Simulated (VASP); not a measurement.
Write the native input for VASP 6.6.1 that does the following.

| Property | Result |
| --- | --- |
| Task | single point |
| Functional | PBE |
| Potentials or basis | VASP PAW PBE potentials, release 64 (Ta_pv, N) |
| Cutoff | 520 eV |
| k mesh | 7 × 7 × 7 |
| Occupations | gaussian, width 0.05 eV |
| Spin | collinear spin, ferromagnetic start |
| Starting moments | [0.5, 0.0] μB |
| Hubbard terms | Ta d U = 7 eV |
| Further INCAR settings | ALGO = Fast; EDIFF = 1e-07; NBANDS = 19 |

The structure of TaN lies in POSCAR:

```
TaN
1.0
    0.0000000000      2.1790013100      2.1790013100
    2.1790013100      0.0000000000      2.1790013100
    2.1790013100      2.1790013100      0.0000000000
Ta N
1 1
Direct
    0.5000000000      0.5000000000      0.5000000000
    0.0000000000      0.0000000000      0.0000000000
```

One way to write it, as run:

INCAR

```
SYSTEM = TaN
  ALGO = Fast
  EDIFF = 1E-7
  ENCUT = 520
  GGA = PE
  ISIF = 2
  ISMEAR = 0
  ISPIN = 2
  LASPH = .TRUE.
  LCHARG = .FALSE.
  LDAU = .TRUE.
  LDAUJ = 0 0
  LDAUL = 2 -1
  LDAUPRINT = 1
  LDAUTYPE = 2
  LDAUU = 7 0
  LMAXMIX = 4
  LORBIT = 11
  LREAL = .FALSE.
  LWAVE = .FALSE.
  MAGMOM = 0.5 0
  NBANDS = 19
  NELM = 60
  PREC = Accurate
  SIGMA = 0.05
```

KPOINTS

```
k-points
0
G
  7 7 7
  0 0 0
```

Potentials or basis: VASP PAW PBE potentials, release 64 (Ta_pv, N).

Launch:

```console
$ cat potpaw_PBE.64/Ta_pv/POTCAR potpaw_PBE.64/N/POTCAR > POTCAR
$ mpirun -np 1 vasp_std > vasp.out
```

Results of the run:

```
Pressure                                              : 38.9 GPa
Band gap on the k mesh                                : none (metal or under the smearing width)
Net moment                                            : 0.00 μB per cell
Valence electrons inside the program's atomic spheres : Ta 8.79; N 3.85
```

Caveat: a pressure of tens of GPa on the cell as given is suspect, and the run, the potentials or the cell itself is likely at fault.

Run time: 21 s on 1 thread of Intel(R) Xeon(R) Platinum 8375C CPU @ 2.90GHz (Ice Lake) (shared host), peak memory 0.15 GiB.
